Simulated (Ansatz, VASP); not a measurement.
**TaN in VASP and in Ansatz**

File INCAR:

```
PREC = Accurate
ENCUT = 600
EDIFF = 1E-6
ISMEAR = -1
SIGMA = 0.15
LREAL = False
LASPH = True
NELM = 60
ALGO = Normal
ISIF = 3
LWAVE = False
LCHARG = False
IBRION = 2
NSW = 80
EDIFFG = -0.001
```

KPOINTS

```
regular mesh
0
Gamma
  16 16 16
```

Contents of POSCAR:

```
TaN
1.0
    0.0000000000      2.1743265507      2.1743265507
    2.1743265507      0.0000000000      2.1743265507
    2.1743265507      2.1743265507      0.0000000000
Ta N
1 1
Direct
    0.5000000000      0.5000000000      0.5000000000
    0.0000000000      0.0000000000      0.0000000000
```

Input for Ansatz:

```yaml
crystal:
  lattice:
    - [0.0, 2.1743265498, 2.1743265498]
    - [2.1743265498, 0.0, 2.1743265498]
    - [2.1743265498, 2.1743265498, 0.0]
  atoms:
    - { symbol: Ta, position: [0.5, 0.5, 0.5] }
    - { symbol: "N", position: [0.0, 0.0, 0.0] }
basis:
  ecutwfc: 420
kpoints:
  mp_grid: { grid: [16, 16, 16] }
hamiltonian:
  xc: lda
scf:
  occupations: { method: fermi_dirac, width: 0.15 }
output:
  forces: true
  stress: true
  eigenvalues: true
  write_density: true
  write_potential: true
  elf: true
  volumetric_format: npy
relax:
  adjacent_minimum: "off"
  f_tol: 0.001
  max_steps: 60
  cell: { stress_tol: 0.01 }
```

Alike in both runs: task relaxation of cell and atoms; functional LDA; k mesh 16 × 16 × 16; occupations fermi-dirac, width 0.15 eV; no spin polarisation.

|  | VASP | Ansatz |
| --- | --- | --- |
| version | VASP 6.6.1 | Ansatz 0.2.0 |
| potentials or method | VASP PAW LDA potentials, release 64 (Ta_pv, N) | scalar-relativistic, plane waves, PAW |
| plane-wave cutoff (eV) | 600 | 420 |
| valence electrons in the cell | 16 | 18 |

|  | VASP | Ansatz | Ansatz less VASP |
| --- | --- | --- | --- |
| gap on the k mesh at the Fermi level, each at its own relaxed structure (eV) | none | none | - |
| relaxed volume (Å³/atom) | 10.34 | 10.29 | -0.055 |
| relaxed cell length with the largest relative difference (Å) | 3.081 | 3.076 | -0.0055 |

A gap of «none» marks a metal or a gap that the smearing closes. The two sets of potentials don't hold the same shells in valence.

Spin-orbit coupling is left out, which matters for the levels of Ta.
